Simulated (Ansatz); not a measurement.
# In2O3 (R-3c) in Ansatz: a series of runs

The runs below take In2O3 through band structure, with LDA, PBEsol, r2SCAN.

Everything below comes from runs of Ansatz 0.2.0. Logs are shortened: lines on timing, memory, paths and dates and some standing lists are left out, and cuts for length are marked.

**Experimental background.**

“Fabrication and performance enhancement of an In2O3/BiVO4 heterojunction for N-butanol gas sensing applications”, 2024, pmc:11650617 reports, for a powder of In2O3: band gap 3.08 eV (optical).

The results are compared with them further down.

## (1) The structure

It takes space group R-3c (No. 167, trigonal). Conventional cell: a = 5.487 Å, b = 5.487 Å, c = 14.510 Å, α = 90.00°, β = 90.00°, γ = 120.00°. In (site symmetry 3) has 6 O at 2.12 to 2.26 Å as nearest neighbours. Around O (site symmetry 2) lie 4 In at 2.12 to 2.26 Å.

## (2) Band structure, LDA

Input file input.yaml:

```yaml
crystal:
  lattice:
    - [2.7435, 1.5839604635, 4.8366666667]
    - [-2.7435, 1.5839604635, 4.8366666667]
    - [0.0, -3.167920927, 4.8366666667]
  atoms:
    - { symbol: In, position: [0.85731, 0.85731, 0.85731] }
    - { symbol: In, position: [0.64269, 0.64269, 0.64269] }
    - { symbol: In, position: [0.14269, 0.14269, 0.14269] }
    - { symbol: In, position: [0.35731, 0.35731, 0.35731] }
    - { symbol: O, position: [0.048, 0.75, 0.452] }
    - { symbol: O, position: [0.75, 0.452, 0.048] }
    - { symbol: O, position: [0.452, 0.048, 0.75] }
    - { symbol: O, position: [0.952, 0.25, 0.548] }
    - { symbol: O, position: [0.25, 0.548, 0.952] }
    - { symbol: O, position: [0.548, 0.952, 0.25] }
hamiltonian:
  xc: lda
  pseudopotentials: { kind: paw }
kpoints:
  mp_grid: { grid: [6, 6, 6] }
  band_path:
    path:
      - [[0.0, 0.0, 0.0], [0.5, 0.0, 0.0], [0.5, 0.2381665116, -0.2381665116]]
      - [[0.7618334884, 0.5, 0.2381665116], [0.5, 0.5, 0.5], [0.0, 0.0, 0.0], [0.3690832558, 0.0, -0.3690832558]]
      - [[0.6309167442, 0.3690832558, 0.0], [0.5, 0.5, 0.0], [0.6309167442, 0.6309167442, 0.2381665116], [0.5, 0.5, 0.5]]
      - [[0.5, 0.0, 0.0], [0.7618334884, 0.3690832558, 0.3690832558]]
    npoints: 10
scf:
  occupations: { method: fermi_dirac, width: 0.05 }
  n_extra_bands: 25
output:
  forces: true
  stress: true
  eigenvalues: true
  fatbands: true
  write_density: true
  write_potential: true
  elf: true
  volumetric_format: npy
```

Potentials or basis: Ansatz PAW.

Started as:

```
> ansatz run input.yaml --threads 4 --pin off --max-ram 11264MiB --backend cpu --events-out ev --progress --plain --runs-dir out
```

Output:

```text
Warning: RAYON_NUM_THREADS=4 ignored (pool sized by the plan → 4); use --threads N
scf.n_extra_bands = 25 over 44 filled bands (N_el = 88.0): the run solves 69 bands
Engine: ansatz 0.2.0, x86_64-unknown-linux-gnu
Pseudopotentials: kind: paw
Pseudopotential: In, paw, valence charge 13, recommended cutoff 420 eV (normal), In.paw.azcp
Pseudopotential: O, paw, valence charge 6, recommended cutoff 420 eV (normal), O.paw.azcp
Functional definition: SPW92
  exchange = slater_x
  correlation = pw_c
Crystal: 10 atoms, lattice volume = 126.109 Å³
Basis set: ecut = 420 eV, 2453 PW (Γ)
Bands: 69, of which v1, the nominal top of the filled ones, is band 44 counted from 1 (43 counted from 0)
Symmetry: 12 space group operations
Space group: R-3c (ITA 167), of the structure as read, at distance tolerance 5.0e-5 Å
k-points: 32 of 216
Non-local potential: In, projectors of the file, l = 0: 2, l = 1: 2, l = 2: 2, l = 3: 2
Non-local potential: O, projectors of the file, l = 0: 2, l = 1: 2, l = 2: 1
PAW form: soft (Blöchl's): semilocal exchange-correlation on the pseudo side does not see the compensation charge
PAW frozen core: In, regenerated for the run's functional, and the local potential with it (the file was generated under x = pbe(κ = 0.804, μ = 0.2195149727645171), c = pbe(β = 0.06672455060314922))
PAW frozen core: O, regenerated for the run's functional, and the local potential with it (the file was generated under x = pbe(κ = 0.804, μ = 0.2195149727645171), c = pbe(β = 0.06672455060314922))
PAW one-centre angular grid: In, 590 points (default); XC on 64 Gauss nodes
PAW one-centre angular grid: O, 110 points (default); XC on 64 Gauss nodes
Initial density: superposition of atomic densities (neutral atoms: chi_scale 0, normalization atom), corrected by the library's trained network
Initial wavefunctions: pseudopotential atomic-orbital guess
Functional: x = slater, c = lda
SCF iter   1: F=—  HF=-25161.461738 eV  |F-HF|=—  |Δ(HF+E_count)|=         —  Δρ=1.99e-2  dr2=4.22e-1  ethr=1.77e-3  ⟨swp⟩=5.5  Hψ=9731  notcnv=0  defer=301
preconditioner: auto → Resta (q_TF=auto, 2.569 Å⁻¹)  ε∞=3.4  [insulator: Δε(μ)=0.990 eV  Ē_g=19.888 eV  σ=0.050 eV  W_gap=1.00  n_scr=32 (ndim 8)  ℏωp=31.0 eV  f_vac=0.019  D(μ)=0.00/eV (n_scr^D=0)  ε∞_Penn≈3.4]
SCF iter   2: F=—  HF=-25161.344659 eV  |F-HF|=—  |Δ(HF+E_count)|=   1.17e-1  Δρ=5.61e-3  dr2=1.66e-2  ethr=4.80e-4  ⟨swp⟩=2.2  Hψ=3258  notcnv=0  defer=615
SCF iter   3: F=—  HF=-25161.339072 eV  |F-HF|=—  |Δ(HF+E_count)|=   5.59e-3  Δρ=2.07e-3  dr2=3.38e-3  ethr=1.89e-5  ⟨swp⟩=2.1  Hψ=2936  notcnv=0  defer=615
SCF iter   4: F=—  HF=-25161.338121 eV  |F-HF|=—  |Δ(HF+E_count)|=   9.51e-4  Δρ=9.08e-4  dr2=6.79e-4  ethr=3.84e-6  ⟨swp⟩=1.0  Hψ=1593  notcnv=0  defer=615
SCF iter   5: F=—  HF=-25161.337897 eV  |F-HF|=—  |Δ(HF+E_count)|=   2.24e-4  Δρ=1.64e-4  dr2=2.85e-5  ethr=7.72e-7  ⟨swp⟩=2.7  Hψ=2684  notcnv=0  defer=615
SCF iter   6: F=—  HF=-25161.337886 eV  |F-HF|=—  |Δ(HF+E_count)|=   1.10e-5  Δρ=1.83e-5  dr2=4.28e-7  ethr=3.23e-8  ⟨swp⟩=2.1  Hψ=2738  notcnv=0  defer=615
SCF iter   7: F=-25161.337886 eV  HF=-25161.337886 eV  |F-HF|=2.04e-10  |Δ(HF+E_count)|=   5.69e-8  Δρ=1.75e-6  dr2=4.88e-9  ethr=1.14e-10  ⟨swp⟩=16.3  Hψ=17833  notcnv=0
SCF 1 converged in 7 iterations: F = -25161.337886 eV  dr2 = 4.88e-9
NSCF: frozen V_eff on 94 k-points
SCF converged after 7 iterations
Free energy (F): -25161.337886 eV
Harris-Foulkes:  -25161.337886 eV  (|F-HF|=2.04e-10)
Internal energy: -25161.337885 eV  (E = F + TS)
E sigma→0 (E₀):  -25161.337886 eV
Entropy (-TS):   -0.000001 eV (-0.000 meV/atom)
Fermi energy:    9.278823 eV
--- Per-component energies (eV) ---
  E_band       = 10.455106
  E_kinetic    = 2029.143261
  E_local      = -5865.962442  (includes V_loc(G=0)·N_el)
  E_nonlocal   = 1796.939469
  E_hartree    = 2238.382592
  E_xc         = -1282.306395
  E_vxc        = -956.611287  (∫ρ·V_xc dr)
  E_paw        = -16968.159466  (= ΣΔE_a)
  E_vpaw       = -1469.836070  (= ΣTr[D̂ρ^β])
  E_aug_tail   = 0.014790  (compensation charges beyond the density's cutoff)
  E_ewald      = -7111.109369
  E_core_change = 1.719675  (= ΣΔE_core)
  E_smearing   = -0.000001  (= −TS)
  E_closure    = 0.000000  (closes the sum)
  Σ components = -25161.337886   (vs F -25161.337886, Δ=0.00e0)
--- Forces (eV/Å), atoms counted from 1 ---
  atom   1  In    -0.00000000     0.00000000    -0.09531906
  atom   2  In    -0.00000000     0.00000000     0.09531906
  atom   3  In     0.00000000     0.00000000     0.09531906
  atom   4  In     0.00000000    -0.00000000    -0.09531906
  atom   5  O     -0.08348424    -0.14459894     0.00000000
  atom   6  O     -0.08348424     0.14459894     0.00000000
  atom   7  O      0.16696848     0.00000000     0.00000000
  atom   8  O      0.08348424     0.14459894    -0.00000000
  atom   9  O      0.08348424    -0.14459894    -0.00000000
  atom  10  O     -0.16696848    -0.00000000    -0.00000000
  max |Σ_I F_I| component: 2.80e-17 eV/Å
--- Stress (GPa, compression-positive) ---
       -3.090460       0.000000      -0.000000
        0.000000      -3.090460       0.000000
       -0.000000      -0.000000      -3.416541
  P = ⅓ Tr σ = -3.1992 GPa (-31.992 kbar)
--- Band table (eV; the first three rows and the last of 32) ---
  k-point 0: bands = ["-8.8377", "-7.9161", "-7.9161", "-7.6737", "-7.6737", "-7.5680", "-3.6698", "-3.6698", "-3.5062", "-3.5062", "-3.4926", "-3.3683", "-3.3429", "-3.3429", "-3.2902", "-3.2902", "-3.2327", "-3.2327", "-3.1100", "-3.1100", "-3.1070", "-3.0959", "-2.7856", "-2.7856", "-2.0269", "-2.0269", "2.7988", "3.1803", "4.4566", "4.4566", "5.2132", "5.4578", "5.9024", "5.9024", "6.0190", "7.7841", "7.7841", "8.0941", "8.2152", "8.2152", "8.3112", "8.3112", "8.5426", "8.5426", "9.7668", "13.9975", "14.6635", "15.7473", "17.6067", "17.6363", "17.6363", "17.8979", "18.3303", "18.3303", "18.8671", "19.2063", "19.2063", "20.6417", "20.6417", "20.9773", "22.9576", "22.9576", "23.9782", "25.7233", "25.9340", "26.4699", "26.6085", "26.6085", "27.2533"]
  k-point 1: bands = ["-8.7561", "-7.9057", "-7.8997", "-7.7419", "-7.6921", "-7.6028", "-3.6496", "-3.6386", "-3.5251", "-3.5131", "-3.4752", "-3.3879", "-3.3300", "-3.3229", "-3.3099", "-3.2930", "-3.2458", "-3.2325", "-3.1347", "-3.1075", "-3.1055", "-3.0167", "-2.8168", "-2.7692", "-2.1538", "-2.0676", "2.9213", "3.1692", "4.1171", "4.8426", "5.0118", "5.7033", "5.9651", "6.3056", "6.4850", "7.0050", "7.6628", "7.7286", "8.0722", "8.0859", "8.3161", "8.3811", "8.3841", "8.5329", "10.6584", "14.3118", "14.5266", "15.4690", "16.5985", "17.1751", "17.9663", "18.0535", "18.7963", "18.9044", "18.9761", "19.2536", "19.2584", "20.6546", "20.8179", "20.9167", "22.3197", "23.1058", "24.0506", "24.8866", "25.2269", "25.4590", "26.0109", "26.5570", "27.3615"]
  k-point 2: bands = ["-8.5344", "-7.9492", "-7.8665", "-7.8512", "-7.7420", "-7.6804", "-3.6217", "-3.5815", "-3.5221", "-3.5007", "-3.4539", "-3.4081", "-3.3636", "-3.3414", "-3.3053", "-3.2952", "-3.2407", "-3.2193", "-3.1755", "-3.1090", "-3.1013", "-2.9397", "-2.7856", "-2.7208", "-2.3999", "-2.2129", "3.1879", "3.4165", "3.6749", "4.8997", "5.4321", "5.8378", "6.0327", "6.4720", "6.8699", "7.0332", "7.2935", "7.3589", "7.9083", "7.9315", "7.9627", "8.0463", "8.4486", "8.5894", "12.0790", "14.3026", "14.4762", "14.7629", "16.2605", "16.8028", "17.7396", "18.4381", "18.5647", "18.7326", "19.0927", "19.7100", "20.1817", "20.5046", "20.8070", "21.7540", "22.1459", "23.0014", "23.1521", "23.8508", "24.3886", "24.6278", "25.3946", "25.9869", "27.0576"]
  k-point 31: bands = ["-8.2462", "-8.2462", "-7.7984", "-7.7984", "-7.7984", "-7.7984", "-3.5521", "-3.5521", "-3.5456", "-3.5456", "-3.5456", "-3.5456", "-3.3616", "-3.3616", "-3.3616", "-3.3616", "-3.1271", "-3.1271", "-3.1271", "-3.1271", "-2.9988", "-2.9988", "-2.5000", "-2.5000", "-2.5000", "-2.5000", "3.4467", "3.4467", "4.9142", "4.9142", "5.6078", "5.6078", "5.6078", "5.6078", "6.5206", "6.5206", "7.4710", "7.4710", "7.4710", "7.4710", "8.3939", "8.3939", "8.3939", "8.3939", "12.8987", "12.8987", "15.5981", "15.5981", "16.6671", "16.6671", "18.1970", "18.1970", "18.1970", "18.1970", "20.1765", "20.1765", "20.1765", "20.1765", "20.3305", "20.3305", "22.2761", "22.2761", "24.2095", "24.2095", "24.2095", "24.2095", "26.7193", "26.7193", "26.7193"]
```

Wall time 10 s (4 threads of Intel Xeon Platinum 8375C at 2.90GHz (Ice Lake), shared host); peak memory 0.85 GiB.

What came out:

| Item | Value |
| --- | --- |
| Free energy | -25161.3379 eV |
| Pressure | -3.2 GPa |
| Largest force | 0.167 eV/Å |
| Band gap on the k mesh | 1.18 eV, indirect (least direct gap 1.22 eV) |
| Band gap along the path | 1.18 eV, indirect (least direct gap 1.22 eV) |

Forces in eV/Å, atoms in the order of the input:
```
In   0.000  0.000 -0.095
In   0.000  0.000  0.095
In   0.000  0.000  0.095
In   0.000  0.000 -0.095
O   -0.083 -0.145  0.000
O   -0.083  0.145  0.000
O    0.167  0.000  0.000
O    0.083  0.145  0.000
O    0.083 -0.145  0.000
O   -0.167  0.000  0.000
```

Levels at the corners of the path, in eV from the valence-band top:
```csv
point,band 40,band 41,band 42,band 43,band 44,band 45,band 46,band 47,band 48,band 49
Γ,-0.38,-0.28,-0.28,-0.05,-0.05,1.18,5.41,6.07,7.16,9.02
L,-0.94,-0.78,-0.78,-0.07,-0.07,4.86,4.86,5.72,5.72,8.24
B1,-0.80,-0.35,-0.35,-0.16,-0.16,5.46,5.46,5.78,5.78,7.51
B,-0.80,-0.35,-0.35,-0.16,-0.16,5.46,5.46,5.78,5.78,7.51
Z,-1.12,-0.20,-0.20,-0.20,-0.20,4.31,4.31,7.01,7.01,8.08
Γ,-0.38,-0.28,-0.28,-0.05,-0.05,1.18,5.41,6.07,7.16,9.02
X,-0.54,-0.46,-0.27,-0.22,-0.07,5.18,5.40,5.62,6.07,7.36
Q,-0.54,-0.46,-0.27,-0.22,-0.07,5.18,5.40,5.62,6.07,7.36
F,-0.89,-0.56,-0.35,-0.09,-0.04,5.08,5.39,6.33,6.43,7.18
P1,-0.81,-0.40,-0.39,-0.32,-0.11,5.34,5.51,5.62,6.47,6.94
Z,-1.12,-0.20,-0.20,-0.20,-0.20,4.31,4.31,7.01,7.01,8.08
L,-0.94,-0.78,-0.78,-0.07,-0.07,4.86,4.86,5.72,5.72,8.24
P,-0.81,-0.40,-0.39,-0.32,-0.11,5.34,5.51,5.62,6.47,6.94
```

Caveat: the pressure holds a Pulay correction of +0.9 GPa for the finite cutoff; spin-orbit coupling is left out, which moves the levels of the heavy elements; the PAW data sets come from PBE, with cores solved anew for the run's functional, which leaves a small shift of forces and pressure.

## (3) Band structure, PBEsol

input.yaml: that of step 2 with these lines changed.

```diff
@@ -17,3 +17,3 @@
 hamiltonian:
-  xc: lda
+  xc: pbesol
   pseudopotentials: { kind: paw }
@@ -35,6 +35,2 @@
   eigenvalues: true
-  fatbands: true
-  write_density: true
-  write_potential: true
-  elf: true
-  volumetric_format: npy
+  fatbands: false
```

Potentials or basis: Ansatz PAW.

Started as:

```
> ansatz run input.yaml --threads 4 --pin off --max-ram 11264MiB --backend cpu --events-out ev --progress --plain --runs-dir out
```

It took 7.8 s on 4 threads of Intel Xeon Platinum 8375C at 2.90GHz (Ice Lake), shared host; peak memory 0.79 GiB.

Results (log left out):

```
Free energy             : -25467.5671 eV
Pressure                : 2.0 GPa
Largest force           : 0.158 eV/Å
Band gap on the k mesh  : 1.20 eV, indirect (least direct gap 1.25 eV)
Band gap along the path : 1.20 eV, indirect (least direct gap 1.25 eV)
```

Forces in eV/Å, atoms in the order of the input:
```
In   0.000  0.000 -0.052
In   0.000  0.000  0.052
In   0.000  0.000  0.052
In   0.000  0.000 -0.052
O   -0.079 -0.137  0.000
O   -0.079  0.137  0.000
O    0.158  0.000  0.000
O    0.079  0.137  0.000
O    0.079 -0.137  0.000
O   -0.158  0.000  0.000
```

Stress tensor (GPa, compression positive):
```
2.36 0.00 0.00
0.00 2.36 0.00
0.00 0.00 1.42
```

Levels at the corners of the path, in eV from the valence-band top:
```tsv
point	band 40	band 41	band 42	band 43	band 44	band 45	band 46	band 47	band 48	band 49
Γ	-0.38	-0.28	-0.28	-0.04	-0.04	1.20	5.49	6.22	7.28	9.10
L	-0.93	-0.77	-0.77	-0.07	-0.07	4.92	4.92	5.83	5.83	8.32
B1	-0.80	-0.35	-0.35	-0.16	-0.16	5.54	5.54	5.87	5.87	7.60
B	-0.80	-0.35	-0.35	-0.16	-0.16	5.54	5.54	5.87	5.87	7.60
Z	-1.11	-0.19	-0.19	-0.19	-0.19	4.36	4.36	7.15	7.15	8.19
Γ	-0.38	-0.28	-0.28	-0.04	-0.04	1.20	5.49	6.22	7.28	9.10
X	-0.54	-0.46	-0.27	-0.22	-0.07	5.25	5.48	5.70	6.19	7.42
Q	-0.54	-0.46	-0.27	-0.22	-0.07	5.25	5.48	5.70	6.19	7.42
F	-0.88	-0.56	-0.35	-0.09	-0.04	5.16	5.48	6.44	6.54	7.22
P1	-0.81	-0.40	-0.38	-0.32	-0.11	5.43	5.59	5.71	6.59	7.00
Z	-1.11	-0.19	-0.19	-0.19	-0.19	4.36	4.36	7.15	7.15	8.19
L	-0.93	-0.77	-0.77	-0.07	-0.07	4.92	4.92	5.83	5.83	8.32
P	-0.81	-0.40	-0.38	-0.32	-0.11	5.43	5.59	5.71	6.59	7.00
```

Caveat: the pressure holds a Pulay correction of +0.7 GPa for the finite cutoff; spin-orbit coupling is left out, which moves the levels of the heavy elements; the PAW data sets come from PBE, with cores solved anew for the run's functional, which leaves a small shift of forces and pressure.

[end of part 1 of 2]
